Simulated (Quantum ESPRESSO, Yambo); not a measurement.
# A GW chain in Yambo: SiC (P6_3mc), part 2 of 3

How does a plane-wave GW calculation on SiC (P6_3mc) run from the first input to the gap?

Quantum ESPRESSO 7.5 and Yambo 5.3.0; PBE and many-body steps on it, plane waves. Known limits of the many-body steps: not at the basis limit; coarse k mesh.

So far. Step 2 (Ground state): The gap is indirect, with the least direct gap 1.13 eV higher. Step 3 (Bands along the symmetry lines): The gap is 2.228 eV, as in the run before at this level.

### 4. Empty states on the mesh, 3×3×2 mesh, 989 bands

Level of this step: DFT, PBE, plane waves, norm-conserving pseudopotentials (Quantum ESPRESSO).

The sums over transitions need many empty states on a uniform mesh; this step solves for them.

Input file pw.in:

```
&control
  calculation = 'nscf'
  prefix = 'x'
  outdir = 'o'
  pseudo_dir = 'pseudo'
/
&system
  ibrav = 0
  nat = 8
  ntyp = 2
  ecutwfc = 74.0
  nbnd = 989
  force_symmorphic = .true.
/
&electrons
  conv_thr = 1e-9
  electron_maxstep = 80
  diago_full_acc = .true.
  diago_thr_init = 5e-6
/
ATOMIC_SPECIES
  Si 28.085 Si.upf
  C 12.011 C.upf
CELL_PARAMETERS angstrom
  3.0756941497 -0.0000000000 0.0000000000
  -1.5378470748 2.6636292679 0.0000000000
  0.0000000000 0.0000000000 10.0706464800
ATOMIC_POSITIONS crystal
  Si 0.6666666667 0.3333333333 0.9378419800
  Si 0.3333333333 0.6666666667 0.4378419800
  Si 0.0000000000 0.0000000000 0.6878943800
  Si 0.0000000000 0.0000000000 0.1878943800
  C 0.6666666667 0.3333333333 0.7498025900
  C 0.3333333333 0.6666666667 0.2498025900
  C 0.0000000000 0.0000000000 0.5004600500
  C 0.0000000000 0.0000000000 0.0004600500
K_POINTS automatic
  3 3 2 0 0 0
```

Command:

```
$ OMP_NUM_THREADS=1 mpirun -n 4 pw.x -nk 4 -in pw.in > pw.out
```

What it wrote:

```text
[banner, memory and clock lines left out]
Program PWSCF v.7.5 starts

     Atomic positions and unit cell read from directory:
     o/x.save/

     Message from routine setup:
     using ibrav=0 with symmetry is DISCOURAGED, use correct ibrav instead

     G-vector sticks info

     bravais-lattice index     =            0
     lattice parameter (alat)  =       5.8122  a.u.
     unit-cell volume          =     556.7637 (a.u.)^3
     number of atoms/cell      =            8
     number of atomic types    =            2
     number of electrons       =        32.00
     number of Kohn-Sham states=          989
     kinetic-energy cutoff     =      74.0000  Ry
     charge density cutoff     =     296.0000  Ry
     Exchange-correlation= PBE
                           (   1   4   3   4   0   0   0)

     celldm(1)=   5.812220  celldm(2)=   0.000000  celldm(3)=   0.000000
     celldm(4)=   0.000000  celldm(5)=   0.000000  celldm(6)=   0.000000

     crystal axes: (cart. coord. in units of alat)
               a(1) = (   1.000000  -0.000000   0.000000 )
               a(2) = (  -0.500000   0.866025   0.000000 )
               a(3) = (   0.000000   0.000000   3.274268 )

     reciprocal axes: (cart. coord. in units 2 pi/alat)
               b(1) = (  1.000000  0.577350 -0.000000 )
               b(2) = (  0.000000  1.154701 -0.000000 )
               b(3) = ( -0.000000 -0.000000  0.305412 )
     Pseudo is Norm-conserving + core correction, Zval =  4.0
     Generated using ONCVPSP code by D. R. Hamann
     Using radial grid of 1510 points,  6 beta functions with:
     Pseudo is Norm-conserving + core correction, Zval =  4.0
     Generated using ONCVPSP code by D. R. Hamann
     Using radial grid of 1248 points,  4 beta functions with:
     Si                4.00    28.08500     Si( 1.00)
     C                 4.00    12.01100     C ( 1.00)

      6 Sym. Ops. (no inversion) found

   Cartesian axes

     site n.     atom                  positions (alat units)
         1        Si     tau(   1) = (   0.5000000   0.2886751   3.0707458  )
         2        Si     tau(   2) = (  -0.0000000   0.5773503   1.4336119  )
         3        Si     tau(   3) = (   0.0000000   0.0000000   2.2523505  )
         4        Si     tau(   4) = (   0.0000000   0.0000000   0.6152165  )
         5        C      tau(   5) = (   0.5000000   0.2886751   2.4550545  )
         6        C      tau(   6) = (  -0.0000000   0.5773503   0.8179206  )
         7        C      tau(   7) = (   0.0000000   0.0000000   1.6386403  )
         8        C      tau(   8) = (   0.0000000   0.0000000   0.0015063  )

     number of k points=     6
                       cart. coord. in units 2pi/alat
        k(    1) = (   0.0000000   0.0000000   0.0000000), wk =   0.1111111
        k(    2) = (   0.0000000   0.0000000  -0.1527059), wk =   0.1111111
        k(    3) = (   0.0000000   0.3849002   0.0000000), wk =   0.6666667
        k(    4) = (   0.0000000   0.3849002  -0.1527059), wk =   0.6666667
        k(    5) = (   0.3333333   0.5773503   0.0000000), wk =   0.2222222
        k(    6) = (   0.3333333   0.5773503  -0.1527059), wk =   0.2222222

     Dense  grid:    47781 G-vectors     FFT dimensions: (  32,  32, 108)

     The potential is recalculated from file :
     o/x.save/charge-density

     Starting wfcs are   32 randomized atomic wfcs +  957 random wfcs

     Band Structure Calculation

     End of band structure calculation

          k = 0.0000 0.0000 0.0000 (  5975 PWs)   bands (ev):

    -5.9065  -4.7273  -4.6903  -2.3297   0.9692   5.2137   5.2542   8.4176
     8.4176   8.8798   8.8798   9.0222   9.0222   9.5542   9.6071   9.6071
    14.7181  15.2976  15.9184  15.9433  16.6000  16.6000  16.6245  16.6245
[...]
[... 112 further rows ...]
[...]
288.6440 288.6440 288.6575 289.4324 289.4512

          k = 0.0000 0.0000-0.1527 (  5896 PWs)   bands (ev):

[...]
[... 112 further rows ...]
[...]
288.8810 288.8810 288.8810 288.8810 289.0911

          k = 0.0000 0.3849 0.0000 (  5986 PWs)   bands (ev):

[...]
44.2840  44.4361  44.9853  45.4475  46.1016  46.3343  47.6355  47.8242
     [... 112 further rows ...]
   291.1230 291.3975 291.6252 291.8997 292.2242 292.3363 292.7928 292.9916
   293.1460 293.4069 293.4769 293.6074 293.6232

          k = 0.0000 0.3849-0.1527 (  5978 PWs)   bands (ev):

     [... further k-points ...]

     highest occupied, lowest unoccupied level (ev):     9.6071   12.6184

     XML data file, pseudopotentials, collected wavefunctions
```

The job ended after 5.8 min (4 MPI ranks of Arm Neoverse V2, shared host; peak memory 2.7 GiB).

This step gave:

* gap: 3.011 eV
* k of the valence top: 0, 0, 0
* k of the conduction bottom: 0, 0.3333, 0
* least direct gap: 3.856 eV
* k points computed: 6
* lowest point of the top converged band, above the valence top: 279.4841 eV

On this mesh the gap is 3.011 eV. The earlier step found 2.228 eV, so this mesh misses an edge.

### 5. Conversion and set-up

This step: Yambo 5.3.0; conversion and set-up on PBE, plane waves, norm-conserving pseudopotentials.

The states are converted to the many-body program's format and the q mesh is built.

Command:

```
$ (cd o/x.save; p2y > p2y.log; mv SAVE ../..); yambo > setup.log
```

What it wrote:

```text
 Yambo, version 5.3.0

 [02] CORE Variables Setup
 =========================

  [02.01] Unit cells
  ==================

  Cell kind             :  HCP
  Atoms in the cell     :  Si  C
  number of Si atoms    :   4
  number of C  atoms    :   4

  List of atomic masses
  Mass of Si    :  28.08500
  Mass of C     :  12.01100

  List of atomic coordinates    : [cc]
  Si1       :   2.90611   1.67784  17.84785  order 1
  Si2       : -0.22762E-09   3.3557       8.3325      order 2
  Si3       :   0.00000   0.00000  13.09116  order 3
  Si4       :  0.000000  0.000000  3.575774  order 4
  C1       :   2.90611   1.67784  14.26932  order 5
  C2       : -0.22762E-09   3.3557       4.7539      order 6
  C3       :  0.000000  0.000000  9.524137  order 7
  C4       :  0.000000  0.000000  0.008755  order 8

  Alat factors          :   5.81222   5.03353  19.03076 [a.u.]
  Direct lattice volume :  556.7637 [a.u.]
  Direct lattice vectors:  A[ 1 ]  A[ 2 ]  A[ 3 ]
   A[ 1 ]:  1.000000 -0.000000  0.000000  [iru]
   5.812220 -0.000000  0.000000  [cc]
   A[ 2 ]: -0.500000  1.000000  0.000000  [iru]
  -2.906110  5.033530  0.000000  [cc]
   A[ 3 ]:  0.000000  0.000000  1.000000  [iru]
    0.00000   0.00000  19.03076  [cc]

  Recip. lattice volume :  0.445522 [a.u.]
  Recip. lattice vectors:  B[ 1 ]  B[ 2 ]  B[ 3 ]
   B[ 1 ]:  1.000000  0.500000  0.000000  [iku]
   1.081030  0.624133 -0.000000  [cc]
   B[ 2 ]:  0.000000  1.000000  0.000000  [iku]
   0.000000  1.248266 -0.000000  [cc]
   B[ 3 ]:  0.000000  0.000000  1.000000  [iku]
  -0.000000 -0.000000  0.330159  [cc]

  [02.02] Symmetries
  ==================

  Inversion symmetry    : yes
  Spatial inversion     : no
  Inversion index       :   7
  K-space Time-reversal : yes
  Magnetic symmetries   : no
  Time-reversal derived K-space symmetries:   7  12
  Group table correct   : yes
  Symmetries units      :  [cc]

   [S  1]:   1.0000       0.0000       0.0000      0.80654E-17   1.0000       0.0000       0.0000       0.0000       1.0000
   [S  2]: -0.500000  0.866025  0.000000 -0.866025 -0.500000  0.000000  0.000000  0.000000  1.000000
   [S  3]: -0.500000 -0.866025  0.000000  0.866025 -0.500000  0.000000  0.000000  0.000000  1.000000
   [S  4]:  -1.0000       0.0000       0.0000      0.37543E-10   1.0000       0.0000       0.0000       0.0000       1.0000
   [S  5]:  0.500000  0.866025  0.000000  0.866025 -0.500000  0.000000  0.000000  0.000000  1.000000
   [S  6]:  0.500000 -0.866025  0.000000 -0.866025 -0.500000  0.000000  0.000000  0.000000  1.000000
   [S* 7]:  -1.0000      -0.0000      -0.0000     -0.80654E-17  -1.0000      -0.0000      -0.0000      -0.0000      -1.0000
   [S* 8]:  0.500000 -0.866025 -0.000000  0.866025  0.500000 -0.000000 -0.000000 -0.000000 -1.000000
   [S* 9]:  0.500000  0.866025 -0.000000 -0.866025  0.500000 -0.000000 -0.000000 -0.000000 -1.000000
[...]
K_min[ 3 ] :  0.31044E-17  0.33333       0.0000     [rlu]
  Grid dimensions      :  2  3  3
  K lattice UC volume  :  0.024751 [a.u.]

  IBZ K-points                                      :   6
  BZ  K-points                                      :  18

  K/Q-points units:
  rlu = crystal or reduced units; cc = cartesian coordinates; iku = interal k-units

  K [1]          [rlu]:  0.000000  0.000000  0.000000
         WF components:   5975
  K [2]          [rlu]:  0.000000  0.000000 -0.500000
         WF components:   5896
  K [3]          [rlu]:  0.000000  0.333333  0.000000
         WF components:   5986
  K [4]          [rlu]:  0.000000  0.333333 -0.500000
         WF components:   5978
  K [5]          [rlu]:  0.333333  0.333333  0.000000
         WF components:   6012
  K [6]          [rlu]:  0.333333  0.333333 -0.500000
         WF components:   6030

  [02.05] Energies & Occupations
  ==============================

  [X] === General ===
  [X] Electronic Temperature                        :  0.000000  0.000000 [eV K]
  [X] Bosonic    Temperature                        :  0.000000  0.000000 [eV K]
  [X] Finite Temperature mode                       : no
  [X] El. density                                   :  0.38786E+24 [cm-3]
  [X] Fermi Level                                   :  9.607050 [eV]

  [X] === Gaps and Widths ===
  [X] Conduction Band Min                           :  3.011370 [eV]
  [X] Valence Band Max                              :  0.000000 [eV]
  [X] Filled Bands                                  :  16
  [X] Empty Bands                                   :    17   989
  [X] Direct Gap                                    :  3.856449 [eV]
  [X] Direct Gap localized at k                     :  3
  [X] Indirect Gap                                  :  3.011370 [eV]
  [X] Indirect Gap between kpts                     :  1  3
  [X] Last valence band width                       :  2.457014 [eV]
  [X] 1st conduction band width                     :  2.308218 [eV]

  E @ K [1]:  [eV]
  -15.51356 -14.33437 -14.29736 -11.93680  -8.63786  -4.39338  -4.35289  -1.18941
[...]
occ @ K [1]
[...]
E @ K [2]:  [eV]
[...]
occ @ K [2]
[...]
E @ K [3]:  [eV]
[...]
occ @ K [3]
[...]
E @ K [4]:  [eV]
[...]
occ @ K [4]
[...]
E @ K [5]:  [eV]
[...]
occ @ K [5]
[...]
E @ K [6]:  [eV]
[...]
occ @ K [6]
[...]
0.000000  0.000000  0.000000  0.000000  0.000000  0.000000  0.000000  0.000000
   0.000000  0.000000  0.000000  0.000000  0.000000  0.000000  0.000000  0.000000

 [03] Transferred momenta grid and indexing
 ==========================================

 IBZ Q-points                                      :   6
 BZ  Q-points                                      :  18

 K/Q-points units:
 rlu = crystal or reduced units; cc = cartesian coordinates; iku = interal k-units

 Q [1]          [rlu]:  0.000000  0.000000  0.000000
 Q [2]          [rlu]:  0.000000  0.000000 -0.500000
 Q [3]          [rlu]:  0.31044E-17  0.33333       0.0000
 Q [4]          [rlu]:  0.31044E-17  0.33333     -0.50000
 Q [5]          [rlu]:  0.333333  0.333333  0.000000
 Q [6]          [rlu]:  0.333333  0.333333 -0.500000

  [03.01] X indexes
  =================

   [03.01.01] Sigma indexes
   ========================

 [06] Game Over & Game summary
```

The job ended after 2.4 s (1 MPI rank; peak memory 0.24 GiB).

[end of part 2 of 3]

[Paths, hosts, dates, memory and timing lines, banners, echoed tables and standing remarks are left out of the program output.]

[Logs are printed without paths, hosts, clocks, repeated set-up lines and the standing remarks that a program may print on its own settings, such as how far it seeks lower states.]

[Runs of the session that timed out or met a known fault of the program may be left out.]

[Hosts, paths, dates, database ids (printed as entryN), source tags and the programs' standing remarks are cut or masked in the printed files.]
